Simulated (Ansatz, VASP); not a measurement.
# Si: VASP beside Ansatz, part 2 of 2

Aim: how closely do two programs agree when they are given the same cell, functional and k mesh? The structure shown is the end of the Ansatz relaxation below.

VASP 6.6.1 and Ansatz 0.2.0.

So far. Step 3 (VASP: single point, PBEsol, pair 1): The run ends at a pressure of 0.15 GPa, with forces up to 8.6e-4 eV/Å.

### Step 6. VASP: single point, PBEsol, pair 2

Level of this step: PBEsol; plane waves and PAW (Si) (VASP).

The same cell, functional, mesh and smearing now go to VASP, with its own data sets.

File INCAR:

```
SYSTEM = Si
PREC = Accurate
ENCUT = 500
EDIFF = 1E-06
NELM = 120
ISMEAR = -1
SIGMA = 0.02
LREAL = .FALSE.
ALGO = Normal
GGA = PS
NBANDS = 18
LORBIT = 11
LWAVE = .FALSE.
LCHARG = .FALSE.
ISIF = 2
LASPH = .TRUE.
GGA_COMPAT = .FALSE.
EFERMI = MIDGAP
KPAR = 2
```

File POSCAR:

```
Si
1.0
    3.7651688200      0.0000000000      0.0000000000
   -1.8825844100      3.2607318477      0.0000000000
    0.0000000000      0.0000000000      9.5011015182
Si
6
Direct
    0.0000000000      0.0000000000      0.5013903647
    0.0000000000      0.0000000000      0.7486096353
    0.3333333333      0.6666666667      0.8347236980
    0.3333333333      0.6666666667      0.0819429687
    0.6666666667      0.3333333333      0.1680570313
    0.6666666667      0.3333333333      0.4152763020
```

File KPOINTS:

```
Automatic mesh
0
Gamma
8 8 3
0 0 0
```

The projector-augmented-wave data sets are Si (PBE family, release 64).

The run is started by

```sh
> mpirun -np 2 vasp_std
```

Numbers of over 12 decimals in the logs are rounded to 6 here.

Log:

```text
[banner, memory and clock lines left out]
running    2 mpi-ranks, on    1 nodes
[...]
[... a notice as in an earlier step ...]

 LDA part: xc-table for (Slater+PW92), standard interpolation
 POSCAR, INCAR and KPOINTS ok, starting setup
[...]
entering main loop
       N       E                     dE             d eps       ncg     rms          rms(c)
DAV:   1     0.479594040666E+02    0.47959E+02   -0.91494E+03   900   0.106E+03
DAV:   2    -0.317368303438E+02   -0.79696E+02   -0.77375E+02  1186   0.152E+02
DAV:   3    -0.350967700140E+02   -0.33599E+01   -0.33428E+01  1170   0.302E+01
DAV:   4    -0.351370614951E+02   -0.40291E-01   -0.40242E-01  1270   0.399E+00
[...]
DAV:  10    -0.344023212188E+02   -0.67226E-04   -0.10969E-04  1052   0.533E-02    0.233E-02
DAV:  11    -0.344023224398E+02   -0.12210E-05   -0.13158E-05  1192   0.188E-02    0.156E-02
DAV:  12    -0.344023229360E+02   -0.49622E-06   -0.88616E-07   694   0.575E-03
   1 F= -.34402323E+02 E0= -.34402318E+02  d E =-.918922E-05
```

Parts of OUTCAR (step 6):

```text
  Total        3.4749973      3.4749973      0.0724658      0.0000000      0.0000000      0.0000000
  in kB       47.7300135     47.7300136      0.9953369      0.0000000      0.0000000      0.0000000
  external PRESSURE =      32.1517880 kB  Pullay stress =       0.0000000 kB

 POSITION                                       TOTAL-FORCE (eV/Angst)
 -----------------------------------------------------------------------------------
      0.00000      0.00000      4.76376        -0.000000     -0.000000      0.000699
      0.00000      0.00000      7.11262         0.000000      0.000000     -0.000699
     -0.00000      2.17382      7.93079        -0.000000     -0.000000      0.000699
     -0.00000      2.17382      0.77855         0.000000      0.000000     -0.000699
      1.88258      1.08691      1.59673        -0.000000     -0.000000      0.000699
      1.88258      1.08691      3.94558        -0.000000      0.000000     -0.000699
 -----------------------------------------------------------------------------------
    total drift:                               -0.000000      0.000000     -0.000000

  FREE ENERGIE OF THE ION-ELECTRON SYSTEM (eV)
  ---------------------------------------------------
  free  energy   TOTEN  =       -34.4023229360 eV

  energy  without entropy=      -34.4023137468  energy(sigma->0) =      -34.40231834

[... 1 part as in an earlier step ...]

[... 2 further parts left out ...]
[key lines of the parts left out:]
E-fermi :   6.3329
```

The run ends at a pressure of 3.22 GPa, with forces up to 7.0e-4 eV/Å.

### Step 7. Differences

The two programs side by side:

| quantity | Ansatz | VASP | difference |
| --- | --- | --- | --- |
| pressure (GPa) | 3.08 | 3.22 | -0.13 |
| gap on the k mesh (eV) | 0.279 | 0.271 | +0.009 |

A gap on the mesh is an upper bound, since the band edges may lie between its points.

### Step 8. Ansatz: relaxation, PBEsol

This run makes the geometry at which the two programs are then compared. The cell compared in this pair holds 114.88 Å³, against 116.65 Å³ for the pair before.

The structure compared here is the end of the Ansatz relaxation.

File input.yaml:

```yaml
crystal:
  lattice:
    - [3.72674873, 0.0, 0.0]
    - [-1.863374365, 3.2274590737, 0.0]
    - [0.0, 0.0, 9.580358298]
  atoms:
    - { symbol: Si, position: [0.0, 0.0, 0.5] }
    - { symbol: Si, position: [0.0, 0.0, 0.75] }
    - { symbol: Si, position: [0.3333333, 0.6666667, 0.8333333] }
    - { symbol: Si, position: [0.3333333, 0.6666667, 0.0833333] }
    - { symbol: Si, position: [0.6666667, 0.3333333, 0.1666667] }
    - { symbol: Si, position: [0.6666667, 0.3333333, 0.4166667] }
kpoints:
  mp_grid: { grid: [8, 8, 3] }
scf:
  occupations: { method: fermi_dirac, width: 0.02 }
hamiltonian:
  xc: pbesol
  pseudopotentials: { kind: paw, azcp: { folder: soft_1 }, xc_functional: pbe }
basis:
  ecutwfc: 600
output:
  forces: true
  stress: true
relax:
  f_tol: 0.005
  max_steps: 70
  cell: { stress_tol: 0.02, p_target: 0, fix: [a, b, alpha, beta, gamma] }
```

The run is started by

```sh
> ansatz run input.yaml --threads 8 --pin off --max-ram 18432MiB --backend cpu --events-out ev --progress --plain --runs-dir out
```

Log:

```text
[...]
Crystal: 6 atoms, lattice volume = 115.232 Å³
Basis set: ecut = 600 eV, 3861 PW (Γ), exchange–correlation on 60×60×160 points (8 copies of the dense FFT grid, shifted against one another)
Bands: 18, of which v1, the nominal top of the filled ones, is band 12 counted from 1 (11 counted from 0)
Symmetry: 36 space group operations
[...]
k-points: 25 of 192
[...]
cell:  # Å, volume = 114.8817 Å³
    - [3.726749, 0, 0]
    - [-1.863374, 3.227459, 0]
    - [0, 0, 9.551243]
  atoms:
    - { symbol: Si, position: [4.1072761461264567e-19, 0, 0.502159] }
    - { symbol: Si, position: [-4.1072761461264563e-19, 0, 0.747841] }
    - { symbol: Si, position: [0.333333, 0.666667, 0.835492] }
    - { symbol: Si, position: [0.333333, 0.666667, 0.081175] }
    - { symbol: Si, position: [0.666667, 0.333333, 0.168825] }
    - { symbol: Si, position: [0.666667, 0.333333, 0.414508] }
[key lines of the parts left out:]
SCF converged after 5 iterations
Free energy (F): -3728.806354 eV
Fermi energy:    6.874100 eV
P = ⅓ Tr σ = 4.7226 GPa (47.226 kbar)
```

### Step 9. VASP: single point, PBEsol, pair 3

The same cell, functional, mesh and smearing now go to VASP, with its own data sets.

INCAR, as its differences from that of step 6:

```diff
@@ -17,3 +17,2 @@
 GGA_COMPAT = .FALSE.
-EFERMI = MIDGAP
 KPAR = 2
```

File POSCAR:

```
Si
1.0
    3.7267487300      0.0000000000      0.0000000000
   -1.8633743650      3.2274590737      0.0000000000
    0.0000000000      0.0000000000      9.5512429838
Si
6
Direct
    0.0000000000      0.0000000000      0.5021586553
    0.0000000000      0.0000000000      0.7478413447
    0.3333333333      0.6666666667      0.8354919886
    0.3333333333      0.6666666667      0.0811746781
    0.6666666667      0.3333333333      0.1688253219
    0.6666666667      0.3333333333      0.4145080114
```

KPOINTS is that of step 6.

The run is started by

```sh
> mpirun -np 2 vasp_std
```

Log:

```text
[... set-up lines as in an earlier step ...]
 entering main loop
       N       E                     dE             d eps       ncg     rms          rms(c)
DAV:   1     0.506891813788E+02    0.50689E+02   -0.93661E+03   900   0.107E+03
DAV:   2    -0.313891356606E+02   -0.82078E+02   -0.79524E+02  1132   0.157E+02
DAV:   3    -0.350470243304E+02   -0.36579E+01   -0.36288E+01  1214   0.314E+01
DAV:   4    -0.350901856436E+02   -0.43161E-01   -0.43105E-01  1222   0.403E+00
[...]
DAV:  10    -0.343136401320E+02   -0.43136E-04   -0.16863E-04  1064   0.672E-02    0.294E-02
DAV:  11    -0.343136404583E+02   -0.32628E-06   -0.47280E-05  1130   0.342E-02    0.182E-02
DAV:  12    -0.343136407710E+02   -0.31268E-06   -0.28564E-06  1102   0.954E-03
   1 F= -.34313641E+02 E0= -.34313479E+02  d E =-.324261E-03
```

OUTCAR, selected parts (step 9):

```text
  Total        5.1959321      5.1959321      0.0692545      0.0000000      0.0000000      0.0000000
  in kB       72.4641658     72.4641658      0.9658457      0.0000000      0.0000000      0.0000000
  external PRESSURE =      48.6313924 kB  Pullay stress =       0.0000000 kB

 POSITION                                       TOTAL-FORCE (eV/Angst)
 -----------------------------------------------------------------------------------
      0.00000      0.00000      4.79624         0.000000      0.000000      0.002047
      0.00000      0.00000      7.14281        -0.000000     -0.000000     -0.002047
     -0.00000      2.15164      7.97999         0.000000      0.000000      0.002047
     -0.00000      2.15164      0.77532        -0.000000     -0.000000     -0.002047
      1.86337      1.07582      1.61249         0.000000      0.000000      0.002047
      1.86337      1.07582      3.95907        -0.000000     -0.000000     -0.002047
 -----------------------------------------------------------------------------------
    total drift:                                0.000000     -0.000000      0.000000

  FREE ENERGIE OF THE ION-ELECTRON SYSTEM (eV)
  ---------------------------------------------------
  free  energy   TOTEN  =       -34.3136407710 eV

  energy  without entropy=      -34.3133165102  energy(sigma->0) =      -34.31347864

[... 1 part as in an earlier step ...]

[... 2 further parts left out ...]
[key lines of the parts left out:]
E-fermi :   6.4708
```

The run ends at a pressure of 4.86 GPa, with forces up to 0.0020 eV/Å.

### Step 10. Differences

Both answers:

| quantity | Ansatz | VASP | difference |
| --- | --- | --- | --- |
| pressure (GPa) | 4.72 | 4.86 | -0.14 |
| gap on the k mesh (eV) | 0.099 | 0.089 | +0.009 |

At this near-relaxed geometry the largest component of a force difference is 3 meV/Å. A gap on the mesh is an upper bound, since the band edges may lie between its points.

### Step 11. Summary of results

| Property | Result |
| --- | --- |
| difference in gap on the k mesh (single point, PBEsol, pair 1) | 0.0056 eV |
| difference in gap on the k mesh (single point, PBEsol, pair 2) | 0.0086 eV |
| difference in gap on the k mesh (single point, PBEsol, pair 3) | 0.0092 eV |

What this shows: The difference in gap on the k mesh is 0.0092 eV (single point, PBEsol, pair 3), within the 0.08 eV picked in this series as the mark of a large difference. 4 further runs of this series are not shown here. How closely two codes agree says nothing of how well the functional describes the real material.

[Lines on the potential files, build, host, timing and source positions are cut from VASP's logs without a mark.]

[Logs are printed without paths, hosts, clocks, repeated set-up lines and the standing remarks that a program may print on its own settings, such as how far it seeks lower states.]

[Hosts, paths, dates, database ids (printed as entryN), source tags and the programs' standing remarks are cut or masked in the printed files.]
